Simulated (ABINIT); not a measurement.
## Fe in ABINIT: the effect of smearing

Crystal: Fe.

```
Fe
1.0
     0.00000    1.94174    1.96511
     1.49844    0.00000    1.96511
     1.49844    1.94174    0.00000
Fe
1
Direct
  0.00000 0.00000 0.00000
```

Alike in all runs:

| Quantity | Value |
| --- | --- |
| Program | ABINIT 10.8.3 (patched build) |
| Task | single point |
| Functional | PBE |
| Potentials or basis | JTH PAW PBE v2.0 |
| Cutoff | 707 eV |
| k mesh | 13 × 13 × 13 |
| Spin | collinear spin, ferromagnetic start |
| Starting moments | [3.0] μB |

One run gave: pressure -1.0 GPa; moment 2.16 μB. Which smearing did it use?
A. gaussian
B. fermi-dirac
C. methfessel-paxton
D. cold-b
E. cold

B.

| smearing | occupations | pressure (GPa) | moment (μB) |
| --- | --- | --- | --- |
| fermi-dirac | fermi-dirac, width 0.2 eV | -1.0 | 2.16 |
| gaussian | gaussian, width 0.2 eV | -1.6 | 2.18 |
| cold | cold (ABINIT), width 0.2 eV | -2.0 | 2.17 |
| cold-b | cold-b (ABINIT), width 0.2 eV | -2.0 | 2.17 |
| methfessel-paxton | methfessel-paxton, width 0.2 eV | -1.9 | 2.17 |
